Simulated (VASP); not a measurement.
Si in VASP 6.6.1, single-point calculation

INCAR

```
EDIFF = 1E-7
ISIF = 2
NELM = 97
NBANDS = 16
LWAVE = .FALSE.
SIGMA = 0.02
NSW = 0
ALGO = All
LREAL = .FALSE.
IBRION = -1
ENCUT = 520
ISMEAR = -1
GGA = PE
LCHARG = .FALSE.
PREC = Accurate
LASPH = .TRUE.
```

KPOINTS

```
KPOINTS created by Atomic Simulation Environment
0
Gamma
12 12 4
0 0 0
```

POSCAR

```
Si
 1.0000000000000000
     3.8321295590073570    0.0000000000000000    0.0000000000000000
    -1.9160647795036785    3.3187215486936292    0.0000000000000000
     0.0000000000000000    0.0000000000000000    6.2143925231999999
 Si
   4
Cartesian
 -0.0000000000000000  2.2124810324624193 -0.0045121855187001
  1.9160647795036783  1.1062405162312097  3.1026840760812999
 -0.0000000000000000  2.2124810324624193  2.3349093817187008
  1.9160647795036783  1.1062405162312097  5.4421056433187003
```

The recommended PBE PAW datasets give the neutral cell 16 valence electrons.

Command

```
mpirun -np 1 vasp_std
```

Predict the outcome of this run.

It converged. Results: gap between bands v and c on the k mesh 0.32 eV; least direct gap on the k mesh 0.89 eV; pressure 3.2 GPa; largest force 0.02 eV/Å. Band v is the last that the valence electrons fill when counted band by band, and c is the next.

OSZICAR

```
N       E                     dE             d eps       ncg     rms           ort
DAV:   1     0.268993879228E+02    0.26899E+02   -0.74143E+03   912   0.895E+02
DAV:   2    -0.200997636287E+02   -0.46999E+02   -0.42494E+02   912   0.121E+02
DAV:   3    -0.219790042124E+02   -0.18792E+01   -0.18653E+01   912   0.229E+01
DAV:   4    -0.220004491940E+02   -0.21445E-01   -0.21442E-01   912   0.316E+00
DAV:   5    -0.220008232910E+02   -0.37410E-03   -0.37405E-03   912   0.393E-01
SDA:   6    -0.215004529002E+02    0.50037E+00   -0.37405E-03   912   0.297E+00   0.000E+00
CGA:   7    -0.216039668846E+02   -0.10351E+00   -0.10366E+00   912   0.272E-01  -0.932E-03
CGA:   8    -0.216169402618E+02   -0.12973E-01   -0.12987E-01   912   0.562E-02  -0.492E-04
CGA:   9    -0.216195025524E+02   -0.25623E-02   -0.25643E-02   912   0.811E-03  -0.874E-05
CGA:  10    -0.216198339175E+02   -0.33137E-03   -0.33132E-03   912   0.714E-04   0.328E-06
CGA:  11    -0.216198620074E+02   -0.28090E-04   -0.28120E-04   912   0.512E-05  -0.266E-06
CGA:  12    -0.216198643127E+02   -0.23053E-05   -0.23039E-05   912   0.655E-06   0.582E-08
CGA:  13    -0.216198646148E+02   -0.30211E-06   -0.29545E-06   912   0.870E-07   0.502E-07
CGA:  14    -0.216198646644E+02   -0.49578E-07   -0.54271E-07   912   0.196E-07  -0.118E-07
   1 F= -.21619865E+02 E0= -.21619864E+02  d E =-.113100E-05
```

For comparison, a separate PBE run of the intended cell, on usual settings and not on those above, gives a gap of 0.32 eV on its mesh and a pressure of 3.2 GPa.
